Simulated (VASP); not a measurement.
# K: intraband terms of a metal's spectrum

K, Cmcm (no. 63), 2 atoms in the cell. PBE, independent-particle dielectric function; PAW potentials K_sv (PBE set).

## Input

INCAR.step1:
```
  PREC = Accurate
  ENCUT = 300
  ISMEAR = 1
  SIGMA = 0.1
  EDIFF = 1E-7
  LASPH = True
  KPAR = 4
  LWAVE = False
  LCHARG = True
  LMAXMIX = 4
```

INCAR.step2:
```
  PREC = Accurate
  ENCUT = 300
  ISMEAR = 0
  SIGMA = 0.3
  EDIFF = 1E-6
  LASPH = True
  KPAR = 4
  LWAVE = True
  LCHARG = False
  LMAXMIX = 4
  ICHARG = 11
  NBANDS = 27
  NEDOS = 3000
  OMEGAMAX = 30
  CSHIFT = 0.1
```

INCAR.step3, as INCAR.step2 but for:
```
- LWAVE = True
+ LWAVE = False
+ LOPTICS = True
+ ALGO = None
+ NELM = 1
+ ISTART = 1
```

INCAR.step4, as INCAR.step3 but for:
```
+ WPLASMAI = 0.03
```

INCAR.step5 to INCAR.step6 change the same tag again: WPLASMAI = 0.1, 0.3.

INCAR.step7, as INCAR.step6 but for:
```
- WPLASMAI = 0.3
+ RTIME = 1
```

INCAR.step8, as INCAR.step7 but for:
```
- RTIME = 1
+ RTIME = 40
```

INCAR.step9, as INCAR.step8 but for:
```
- RTIME = 40
+ LNABLA = True
```

INCAR.step10, as INCAR.step9 but for:
```
- ISMEAR = 0
- LNABLA = True
+ ISMEAR = -5
```

KPOINTS.step1:
```
k-points
0
Gamma
  7 7 4
```

KPOINTS.step2:
```
k-points
0
Gamma
  13 13 7
```

POSCAR:
```
K
1.0
    2.4379623500     -4.0476104500      0.0000000000
    2.4379623500      4.0476104500      0.0000000000
    0.0000000000      0.0000000000      7.8117980100
K
2
Direct
    0.1793869800      0.8206130200      0.7500000000
    0.8206130200      0.1793869800      0.2500000000
```

Commands (each step's output is kept before the next begins):
```
cat potpaw_PBE.64/K_sv/POTCAR > POTCAR
cp INCAR.step1 INCAR
cp KPOINTS.step1 KPOINTS
mpirun -np 4 vasp_std > vasp.out
cp INCAR.step2 INCAR
cp KPOINTS.step2 KPOINTS
mpirun -np 4 vasp_std > vasp.out
cp INCAR.step3 INCAR
mpirun -np 4 vasp_std > vasp.out
cp INCAR.step4 INCAR
mpirun -np 4 vasp_std > vasp.out
cp INCAR.step5 INCAR
mpirun -np 4 vasp_std > vasp.out
cp INCAR.step6 INCAR
mpirun -np 4 vasp_std > vasp.out
cp INCAR.step7 INCAR
mpirun -np 4 vasp_std > vasp.out
cp INCAR.step8 INCAR
mpirun -np 4 vasp_std > vasp.out
cp INCAR.step9 INCAR
mpirun -np 4 vasp_std > vasp.out
cp INCAR.step10 INCAR
mpirun -np 4 vasp_std > vasp.out
```

## Result

- Bands: 27

One ground state, settings moved in the last step alone:

| Settings | Plasma frequency (eV) | Im ε at 0.5 eV | Im ε at 1 eV | Im ε at 2 eV | Im ε at 4 eV | Time (s) |
|---|---|---|---|---|---|---|
| interband part alone | 4.00 | 3.6 | 0.4 | 0.1 | 0.1 | 10 |
| Drude term, WPLASMAI 0.03 | 4.00 | 7.4 | 0.9 | 0.2 | 0.1 | 10 |
| Drude term, WPLASMAI 0.1 | 4.00 | 15.9 | 2.0 | 0.3 | 0.1 | 10 |
| Drude term, WPLASMAI 0.3 | 4.00 | 31.8 | 4.8 | 0.7 | 0.1 | 10 |
| relaxation time RTIME 1 fs | 4.00 | 34.4 | 7.7 | 1.3 | 0.2 | 10 |
| relaxation time RTIME 40 fs | 4.00 | 5.7 | 0.6 | 0.2 | 0.1 | 13 |
| transversal form (LNABLA) | 3.99 | 3.6 | 0.4 | 0.1 | 0.1 | 10 |
| tetrahedron method | – | – | – | – | – | no result |

VASP 6.6.1 took 122 s on 4 cores (AMD EPYC 7R13 (Zen 3)), a shared host.
